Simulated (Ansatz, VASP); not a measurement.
## One calculation of GaN, two programs

```
CELL_PARAMETERS angstrom
0.00000 2.22770 2.22770
2.22770 0.00000 2.22770
2.22770 2.22770 0.00000
ATOMIC_POSITIONS crystal
Ga 0.00000 0.00000 0.00000
N 0.25000 0.25000 0.25000
```

Alike in both runs: functional LDA; k mesh 10 × 10 × 10; occupations gaussian, width 0.02 eV; no spin polarisation.

Ansatz relaxed the structure, and its values are those at the end. VASP's run is a single point on that final structure, the one shown.

```csv
,VASP,Ansatz
version,VASP 6.6.1,Ansatz 0.2.0
potentials or method,"VASP PAW LDA potentials, release 64 (Ga_d, N)","scalar-relativistic, plane waves, PAW"
plane-wave cutoff (eV),520,420
valence electrons in the cell,18,18
```

```tsv
	VASP	Ansatz	Ansatz less VASP
gap on the k mesh at the Fermi level (eV)	1.97	1.96	-0.017
least direct gap on the mesh (eV)	1.97	1.96	-0.017
pressure (GPa)	1.1	0.0	-1.13
```

As with any semilocal functional, this LDA gap is likely too small.
